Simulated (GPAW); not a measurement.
The system is C.

```
C
1.0
     0.00000    1.78337    1.78337
     1.78337    0.00000    1.78337
     1.78337    1.78337    0.00000
C
2
Direct
  0.25000 0.25000 0.25000
  0.00000 0.00000 0.00000
```

This isn't the form of C at room conditions, which is graphite.

Base run:

```yaml
Program: GPAW 26.7.0
Functional: TPSS
Potentials_or_basis: GPAW PAW data sets (gpaw-data 1.2.1)
Cutoff: 800 eV
Basis: pw
k_mesh: 10 × 10 × 10
Occupations: fermi-dirac, width 0.05 eV
Spin: no spin polarisation
```

Its results: band gap on the k mesh 4.20 eV, indirect (least direct gap 5.82 eV); pressure 0.8 GPa.

Task: The run is repeated on the same cell with these changes: functional from TPSS to MS2. What comes out?

Result: Band gap on the k mesh 4.78 eV, indirect (least direct gap 6.65 eV); pressure -6.6 GPa.

Caveats: the PAW data sets were made with another functional, which shifts forces and pressure a little.

Not every run made on this cell is shown here.
